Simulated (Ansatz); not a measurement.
Wanted: the native input for an Ansatz 0.2.0 run.

* Task: density of states
* Functional: PBEsol
* Potentials or basis: all-electron LAPW, scalar-relativistic
* Cutoff: 258 eV (chosen from the basis error)
* Basis error allowed: 0.002 eV/atom
* k mesh: 9 × 9 × 5
* Occupations: fermi-dirac, width 0.05 eV
* Spin: no spin polarisation
* Hubbard terms: Ta d U = 8 eV

TaS2:

```xyz
3
Lattice="3.3500 0.0000 0.0000 -1.6750 2.9012 0.0000 0.0000 0.0000 5.8600" Properties=species:S:1:pos:R:3 pbc="T T T"
Ta    0.0000    0.0000    0.0000
S     1.6750    0.9671    4.3950
S     0.0000    1.9341    1.4650
```

The input as run:

input.yaml

```yaml
crystal:
  lattice:
    - [3.35, 0.0, 0.0]
    - [-1.675, 2.9011851027, 0.0]
    - [0.0, 0.0, 5.86]
  atoms:
    - { symbol: Ta, position: [0.0, 0.0, 0.0] }
    - { symbol: S, position: [0.6666666667, 0.3333333333, 0.75] }
    - { symbol: S, position: [0.3333333333, 0.6666666667, 0.25] }
kpoints:
  mp_grid: { grid: [9, 9, 5] }
scf:
  occupations: { method: fermi_dirac, width: 0.05 }
hamiltonian:
  xc: pbesol
  pseudopotentials: { kind: all_electron, lapw: { basis_error: 0.002 } }
  hubbard:
    sites: [{ species: Ta, l: d, u_eff: 8 }]
    double_counting: fll
    projectors: ortho-atomic
output:
  forces: true
  stress: true
  eigenvalues: true
  dos: { projected: false, de: 0.1, e_range: [-20, 10] }
```

Potentials or basis: all-electron LAPW, scalar-relativistic.

Run with:

```bash
$ ansatz run input.yaml --threads 2 --pin off --max-ram 8192MiB --backend cpu --events-out ev --progress --plain --runs-dir out
```

Results of the run:

The pressure is 9.4 GPa. The largest force is 1.093 eV/Å. The band gap on the k mesh is none (metal or under the smearing width).

Caveat: U is the effective U less J, on atomic orbitals that reach past the spheres; this functional lacks dispersion, which binds the layers, so the pressure and a relaxed spacing across them are unreliable; U without spin polarisation on a metal has little footing; forces of over 1 eV/Å show positions far from the minimum, so gaps and moduli don't describe the material at rest; the density of states is complete only up to the lowest level of the last band computed.

It took 18 s on 2 threads of Arm Neoverse V2, with other jobs on the host, peak memory 0.46 GiB.
